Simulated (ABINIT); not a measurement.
## GaAs (F-43m): G0W0 with ABINIT, start to end

Wanted: ground state, empty states, screening and self-energy for GaAs (F-43m).

Method: PBE and many-body steps on it, plane waves, in ABINIT 10.8.3.

**What was measured.**

- Gap 1.51 eV: band-edge emission energy from PL (direct gap at Gamma); photoluminescence, 633 nm excitation; 77 K; bulk crystal (MBE GaAs matrix around a thin InAs wetting layer on semi-insulating GaAs (100)) (“Photoluminescence of InAs/GaAs quantum dots under direct two-photon excitation”, 2020, pmc:7331710).

- Gap 1.42 eV: band-edge photoluminescence emission energy of the GaAs substrate; time-integrated photoluminescence; 300 K; bulk crystal ((001) GaAs substrate beneath GaBiAs epilayers) (“Investigation of the anisotropic electron g factor as a probe of the electronic structure of GaBixAs1-x/GaAs epilayers”, 2014, arxiv:1409.8467).

- Gap 1.412 ± 0.01 eV: direct gap E0 at Gamma from ellipsometry; variable-angle spectroscopic ellipsometry, parametric critical-point fit; 300 K; bulk crystal (semi-insulating GaAs(001) reference substrate with native oxide) (“Evidence of valence band perturbations in GaAsN/GaAs(001): A combined variable-angle spectroscopic ellipsometry and modulated photoreflectance investigation”, 2008, arxiv:0805.2212).

- Gap 1.418 ± 0.005 eV: direct gap E0 at Gamma from PR; modulated photoreflectance, low-field lineshape fit; 300 K; bulk crystal (semi-insulating GaAs(001) reference substrate) (“Evidence of valence band perturbations in GaAsN/GaAs(001): A combined variable-angle spectroscopic ellipsometry and modulated photoreflectance investigation”, 2008, arxiv:0805.2212).

**1. Set-up**

It takes space group F-43m (No. 216, cubic). The conventional cell has a = 5.654 Å, b = 5.654 Å, c = 5.654 Å, α = 90.00°, β = 90.00°, γ = 90.00°. Ga has 4 As at 2.45 Å nearest. Nearest to As lie 4 Ga at 2.45 Å. Farther neighbours are not listed.

The cell and positions come from the Crystallography Open Database and are kept as given unless a step says otherwise.

**2. Ground state**

This step: ABINIT 10.8.3; DFT, PBE with spin-orbit coupling, plane waves, norm-conserving pseudopotentials.

The ground-state density comes first.

The input, run.abi:

```
acell 3*1.0 Angstrom
rprim 
  0.000000000000 2.826850000000 2.826850000000
  2.826850000000 0.000000000000 2.826850000000
  2.826850000000 2.826850000000 -0.000000000000
ntypat 2
znucl 31 33
natom 2
typat 1 2
xred 
  0.000000000000 0.000000000000 0.000000000000
  0.250000000000 0.250000000000 0.250000000000
pp_dirpath "pseudos"
pseudos "Ga.upf, As.upf"
ecut 45
nspinor 2
ngkpt 6 6 6
nshiftk 1
shiftk 0 0 0
kptopt 1
chksymbreak 0
nband 54
occopt 1
tolvrs 1e-10
nstep 60
prtwf 0
optforces 0
optstress 0
indata_prefix "in"
outdata_prefix "out"
tmpdata_prefix "tmp"
```

On the command line:

```sh
> OMP_NUM_THREADS=1 mpirun -n 4 abinit run.abi > log
```

Numbers of over 12 decimals in the logs are rounded to 6 here.

Log:

```text
.Version 10.8.3 of ABINIT. v10.8.2 released Aug 2026.

 Symmetries : space group F-4 3 m (#216); Bravais cF (face-center cubic)
================================================================================
 Values of the parameters that define the memory need of the present run
     intxc =       0    ionmov =       0      iscf =       7    lmnmax =      14
     lnmax =      14     mgfft =      48  mpssoang =       5    mqgrid =    3001
     natom =       2  nloc_mem =       1    nspden =       1   nspinor =       2
    nsppol =       1      nsym =      24    n1xccc =    2501    ntypat =       2
    occopt =       1   xclevel =       2
-    mband =          54        mffmem =           1         mkmem =           4
       mpw =        4477          nfft =      110592          nkpt =          16
================================================================================
  Rough estimation (10% accuracy) of disk space for files :
================================================================================

--------------------------------------------------------------------------------
------------- Echo of variables that govern the present computation ------------
--------------------------------------------------------------------------------
 -outvars: echo values of preprocessed input variables --------
            acell      1.8897261259E+00  1.8897261259E+00  1.8897261259E+00 Bohr

      chksymbreak           0
             ecut      4.50000000E+01 Hartree
-          fftalg         312

              ixc     -101130
              kpt      0.00000000E+00  0.00000000E+00  0.00000000E+00
                       1.66666667E-01  0.00000000E+00  0.00000000E+00
                       3.33333333E-01  0.00000000E+00  0.00000000E+00
                       5.00000000E-01  0.00000000E+00  0.00000000E+00
                       1.66666667E-01  1.66666667E-01  0.00000000E+00
                       3.33333333E-01  1.66666667E-01  0.00000000E+00
                       5.00000000E-01  1.66666667E-01  0.00000000E+00
                      -3.33333333E-01  1.66666667E-01  0.00000000E+00
                      -1.66666667E-01  1.66666667E-01  0.00000000E+00
   [... 5 further rows ...]
                      -3.33333333E-01  3.33333333E-01  1.66666667E-01
                      -3.33333333E-01  5.00000000E-01  1.66666667E-01
         kptrlatt        6    0    0      0    6    0      0    0    6
          kptrlen      4.53281381E+01
P           mkmem           4
            natom           2
            nband          54
            ngfft          48      48      48
             nkpt          16
          nspinor           2
            nstep          60
             nsym          24
           ntypat           2
              occ      1.000000  1.000000  1.000000  1.000000  1.000000  1.000000
                       1.000000  1.000000  1.000000  1.000000  1.000000  1.000000
                       1.000000  1.000000  1.000000  1.000000  1.000000  1.000000
                       1.000000  1.000000  1.000000  1.000000  1.000000  1.000000
                       1.000000  1.000000  1.000000  1.000000  1.000000  1.000000
                       1.000000  1.000000  1.000000  1.000000  1.000000  1.000000
                       1.000000  1.000000  1.000000  1.000000  1.000000  1.000000
                       1.000000  1.000000  0.000000  0.000000  0.000000  0.000000
                       0.000000  0.000000  0.000000  0.000000  0.000000  0.000000
        optforces           0
        optstress           0
            prtwf           0
            rprim      0.0000000000E+00  2.8268500000E+00  2.8268500000E+00
[...]
spgroup         216

           tolvrs      1.00000000E-10

             xred      0.0000000000E+00  0.0000000000E+00  0.0000000000E+00
[...]
znucl       31.00000   33.00000

================================================================================

 chkinp: Checking input parameters for consistency.

================================================================================
== DATASET  1 ==================================================================
-   mpi_nproc: 4, omp_nthreads: 1 (-1 if OMP is not activated)

--- !DatasetInfo
iteration_state: {dtset: 1, }
dimensions: {natom: 2, nkpt: 16, mband: 54, nsppol: 1, nspinor: 2, nspden: 1, mpw: 4477, }
cutoff_energies: {ecut:  45.0, pawecutdg:  -1.0, }
electrons: {nelect:   4.40000000E+01, charge:   0.00000000E+00, occopt:   1.00000000E+00, tsmear:   1.00000000E-02, }

 Real(R)+Recip(G) space primitive vectors, cartesian coordinates (Bohr,Bohr^-1):
 R(1)=  0.0000000  5.3419723  5.3419723  G(1)= -0.0935984  0.0935984  0.0935984
 R(2)=  5.3419723  0.0000000  5.3419723  G(2)=  0.0935984 -0.0935984  0.0935984
 R(3)=  5.3419723  5.3419723  0.0000000  G(3)=  0.0935984  0.0935984 -0.0935984
 Unit cell volume ucvol=  3.0488418E+02 bohr^3
 Angles (23,13,12)=  6.00000000E+01  6.00000000E+01  6.00000000E+01 degrees

 getcut: wavevector=  0.0000  0.0000  0.0000  ngfft=  48  48  48
         ecut(hartree)=     45.000   => boxcut(ratio)=   2.10404

--- Pseudopotential description ------------------------------------------------
- Ga Generated using ONCVPSP code by D. R. Hamann
- 31.00000  21.00000  180506                  znucl, zion, pspdat
12 -101130 2 -1 1926                          pspcod,pspxc,lmax,lloc,mmax
     nproj     2     3     2     0
     spin-orbit psp
        nprojso     4     3     0
  pspatm : epsatm=   21.86199699
         --- l  ekb(1:nproj) -->
[...]
1   -5.676217   -1.349810   -0.000026
[...]
spin-orbit 1    0.211857    0.072172   -0.001103   -0.000023
  spin-orbit 2    0.017944    0.011148   -0.000068
 pspatm: atomic psp has been read  and splines computed

- As Generated using ONCVPSP code by D. R. Hamann
- 33.00000  23.00000  180506                  znucl, zion, pspdat
12 -101130 2 -1 1358                          pspcod,pspxc,lmax,lloc,mmax
     nproj     2     2     2     0
     spin-orbit psp
        nprojso     4     3     0
  pspatm : epsatm=   24.77999478
         --- l  ekb(1:nproj) -->
[...]
2  -10.102843   -4.354352
  spin-orbit 1    0.215873    0.096617   -0.000767   -0.000075
  spin-orbit 2    0.018130    0.013569   -0.000026
 pspatm: atomic psp has been read  and splines computed

   2.05224764E+03                                ecore*ucvol(ha*bohr**3)
--------------------------------------------------------------------------------

_setup2: Arith. and geom. avg. npw (full set) are    4396.153    4396.130

================================================================================

--- !BeginCycle
iteration_state: {dtset: 1, }
solver: {iscf: 7, nstep: 60, nline: 4, wfoptalg: 0, }
tolerances: {tolvrs: 1.00E-10, }

     iter   Etot(hartree)      deltaE(h)  residm     vres2
 ETOT  1  -550.24352656838    -5.502E+02 1.227E+00 2.714E+03
 ETOT  2  -552.79028758499    -2.547E+00 8.523E-02 4.971E+03
 ETOT  3  -553.42465839845    -6.344E-01 4.553E-02 6.892E+02
 ETOT  4  -553.47165589099    -4.700E-02 4.075E-02 3.144E+02
 ETOT  5  -553.50780824859    -3.615E-02 6.373E-03 2.630E+01
 ETOT  6  -553.51032386770    -2.516E-03 2.599E-03 4.992E+00
 ETOT  7  -553.51092483196    -6.010E-04 4.824E-04 3.190E-01
 ETOT  8  -553.51096604375    -4.121E-05 1.767E-04 5.300E-03
 ETOT  9  -553.51096669249    -6.487E-07 2.976E-05 1.488E-03
 ETOT 10  -553.51096690592    -2.134E-07 1.079E-05 1.701E-07
 ETOT 11  -553.51096690617    -2.519E-10 2.099E-06 3.225E-09
 ETOT 12  -553.51096690616     6.253E-12 7.117E-07 1.670E-09
 ETOT 13  -553.51096690615     8.185E-12 6.556E-07 1.084E-10
 ETOT 14  -553.51096690608     7.128E-11 4.976E-08 1.943E-12

 At SCF step   14       vres2   =  1.94E-12 < tolvrs=  1.00E-10 =>converged.

--- !ResultsGS
iteration_state: {dtset: 1, }
comment   : Summary of ground state results
lattice_vectors:
- [  0.0000000,   5.3419723,   5.3419723, ]
- [  5.3419723,   0.0000000,   5.3419723, ]
- [  5.3419723,   5.3419723,  -0.0000000, ]
lattice_lengths: [   7.55469,    7.55469,    7.55469, ]
lattice_angles: [ 60.000,  60.000,  60.000, ] # degrees, (23, 13, 12)
lattice_volume:   3.0488418E+02
convergence: {deltae:  7.128E-11, res2:  1.943E-12, residm:  4.976E-08, diffor:  0.000E+00, }
etotal    :  -5.53510967E+02
entropy   :   0.00000000E+00
fermie    :   2.12385836E-01
cartesian_stress_tensor: null
pressure_GPa: null
xred      :
- [  0.0000E+00,   0.0000E+00,   0.0000E+00, Ga]
- [  2.5000E-01,   2.5000E-01,   2.5000E-01, As]
cartesian_forces: null
force_length_stats: {min: null, max: null, mean: null, }

 Integrated electronic density in atomic spheres:
 ------------------------------------------------
 Atom  Sphere_radius  Integrated_density
    1        2.00000         18.80814870
    2        2.00000         20.37359392
================================================================================

 ----iterations are completed or convergence reached----

 Mean square residual over all n,k,spin=   14.970E-11; max=  49.764E-09
 reduced coordinates (array xred) for    2 atoms
       0.000000000000      0.000000000000      0.000000000000
       0.250000000000      0.250000000000      0.250000000000
 rms dE/dt=  0.0000E+00; max dE/dt=  0.0000E+00; dE/dt below (all hartree)
    1       0.000000000000      0.000000000000      0.000000000000
    2       0.000000000000      0.000000000000      0.000000000000

 cartesian coordinates (angstrom) at end:
    1      0.000000     0.000000     0.000000
    2      1.413425     1.413425     1.413425
 length scales=  1.889726125908  1.889726125908  1.889726125908 bohr
              =  1.000000000000  1.000000000000  1.000000000000 angstroms
 prteigrs : about to open file out_EIG
 Fermi (or HOMO) energy (hartree) =   0.21239   Average Vxc (hartree)=  -0.36656
 Eigenvalues (hartree) for nkpt=  16  k points:
 kpt#   1, nband= 54, wtk=  0.00463, kpt=  0.0000  0.0000  0.0000 (reduced coord)
  -6.58142   -6.58142   -5.07700   -5.07700   -4.62520   -4.62520   -4.44063   -4.44063
  -4.44063   -4.44063   -3.35426   -3.35426   -3.22093   -3.22093   -3.22093   -3.22093
  -1.09936   -1.09936   -1.09936   -1.09936   -1.07278   -1.07278   -1.07257   -1.07257
  -1.07257   -1.07257   -0.34566   -0.34566   -0.34566   -0.34566   -0.33000   -0.33000
  -0.32810   -0.32810   -0.32810   -0.32810   -0.25944   -0.25944    0.20013    0.20013
   0.21239    0.21239    0.21239    0.21239    0.22715    0.22715    0.34106    0.34106
   0.34787    0.34787    0.34787    0.34787    0.48745    0.48745
 prteigrs : prtvol=0 or 1, do not print more k-points.

--- !EnergyTerms
iteration_state     : {dtset: 1, }
comment             : Components of total free energy in Hartree
kinetic             :  2.56527647344679E+02
hartree             :  2.39308721505524E+02
xc                  : -5.35064643302510E+01
Ewald energy        : -2.44384754666974E+02
psp_core            :  6.73123687563991E+00
local_psp           : -6.21617193757759E+02
non_local_psp       : -1.36570159876942E+02
total_energy        : -5.53510966906083E+02
total_energy_eV     : -1.50618007118678E+04
band_energy         : -8.39938719806383E+01

== END DATASET(S) ==============================================================
================================================================================

 -outvars: echo values of variables after computation  --------
           etotal     -5.5351096691E+02
            nband          54
             nkpt          16
          spgroup         216
 [... the other variables as echoed above ...]

 Calculation completed.
```

Elapsed: 2.8 min, on 4 MPI ranks of Intel Xeon Platinum 8375C at 2.90GHz (Ice Lake), shared host; peak memory 0.5 GiB.

This step gave:

```
total energy               : -15061.8007 eV
gap                        : 0.4016 eV
k of the valence top       : 0, 0, 0
k of the conduction bottom : 0, 0, 0
least direct gap           : 0.4016 eV
```

The gap is direct, at Γ.

(Continued in part 2 of 3.)

[Paths, hosts, dates, memory and timing lines, banners, echoed tables and standing remarks are left out of the program output.]

[Logs are printed without paths, hosts, clocks, repeated set-up lines and the standing remarks that a program may print on its own settings, such as how far it seeks lower states.]

[Runs of the session that timed out or met a known fault of the program may be left out.]

[Hosts, paths, dates, database ids (printed as entryN), source tags and the programs' standing remarks are cut or masked in the printed files.]

[G0W0 gaps are taken among the corrected bands and points alone; a level outside them can change the order at an edge.]

[Where Ansatz stands beside ABINIT at settings called matched, ABINIT's density can come from a denser mesh and the files from another edition; pairs whose starting gaps differed by over 0.03 eV were left out, so agreement reads better than it is.]
